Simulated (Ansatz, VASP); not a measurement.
## Ag in VASP and in Ansatz

```
CELL_PARAMETERS angstrom
4.84887 0.00000 0.00000
-2.42444 4.19925 0.00000
0.00000 0.00000 2.97257
ATOMIC_POSITIONS crystal
Ag 0.00000 0.00000 0.00000
Ag 0.33333 0.66667 0.50000
Ag 0.66667 0.33333 0.50000
```

Alike in both runs: task relaxation of cell and atoms; functional PBE; k mesh 6 × 6 × 6; occupations gaussian, width 0.1 eV; no spin polarisation.

|  | VASP | Ansatz |
| --- | --- | --- |
| version | VASP 6.6.1 | Ansatz 0.2.0 |
| potentials or method | VASP PAW PBE potentials, release 64 (Ag) | scalar-relativistic, plane waves, PAW |
| plane-wave cutoff (eV) | 600 | 420 |
| valence electrons in the cell | 33 | 57 |

Ansatz gave:

| Property | Result |
| --- | --- |
| gap on the k mesh at the Fermi level, each at its own relaxed structure (eV) | none |
| relaxed volume (Å³/atom) | 18.31 |
| relaxed cell length with the largest relative difference (Å) | 2.783 |
| energy change over the relaxation (meV/atom) | -50 |

Task: Which values does VASP return?

Result: gap on the k mesh at the Fermi level, each at its own relaxed structure (eV): none; relaxed volume (Å³/atom): 18.24; relaxed cell length with the largest relative difference (Å): 2.779; energy change over the relaxation (meV/atom): -51.

A gap of «none» marks a metal or a gap that the smearing closes. The two sets of potentials don't hold the same shells in valence.
